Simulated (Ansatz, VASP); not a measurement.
## One calculation of RbBr, two programs

Contents of INCAR:

```
SYSTEM = RbBr
ALGO = Normal ; EDIFF = 1E-6
ENCUT = 520 ; GGA = PS
ISIF = 2 ; ISMEAR = 0
LASPH = .True. ; LCHARG = .False.
LREAL = .False. ; LWAVE = .False.
NBANDS = 15 ; NELM = 60
PREC = Accurate ; SIGMA = 0.05
```

KPOINTS

```
k-points
0
Gamma
  6 6 6
  0 0 0
```

Contents of POSCAR:

```
RbBr
1.0
    4.1243020998      0.0000000000      0.0000000000
    0.0000000000      4.1243020998      0.0000000000
    0.0000000000      0.0000000000      4.0701688540
Rb Br
1 1
Direct
   -0.0793829626      0.0000000000      0.0000000000
    0.5849104822      0.5000000000      0.5000000000
```

Input for Ansatz:

```yaml
crystal:
  lattice:
    - [4.1243020998, 0.0, 0.0]
    - [0.0, 4.1243020998, 0.0]
    - [0.0, 0.0, 4.070168854]
  atoms:
    - { symbol: Rb, position: [-0.0793829626, 0.0, 0.0] }
    - { symbol: Br, position: [0.5849104822, 0.5, 0.5] }
basis:
  ecutwfc: 420
kpoints:
  mp_grid: { grid: [6, 6, 6] }
hamiltonian:
  xc: pbesol
scf:
  occupations: { method: gaussian, width: 0.05 }
output:
  forces: true
  stress: true
  eigenvalues: true
```

Change from the starting cell: mode 4 frozen in at -0.346 Å, equal normal strain along x and y +0.0133.

Alike in both runs: task single point; functional PBEsol; k mesh 6 × 6 × 6; occupations gaussian, width 0.05 eV; no spin polarisation.

```csv
,VASP,Ansatz
version,VASP 6.6.1,Ansatz 0.2.0
potentials or method,"VASP PAW PBE potentials, release 64 (Rb_sv, Br)","scalar-relativistic, plane waves, PAW"
plane-wave cutoff (eV),520,420
valence electrons in the cell,16,16
```

```csv
,VASP,Ansatz,Ansatz less VASP
gap on the k mesh at the Fermi level (eV),4.04,4.04,+0.001
least direct gap on the mesh (eV),4.14,4.14,+0.002
pressure (GPa),2.0,1.9,-0.07
largest component of the traceless stress (GPa),0.99,0.97,-0.025
rms of the force components (eV/Å),0.320,0.315,-0.0056
```

Atom by atom the forces differ by 0.006 eV/Å (rms over components).

Caveats: the PAW data sets were made with another functional, which shifts forces and pressure a little (VASP). A k mesh can miss the band edges.
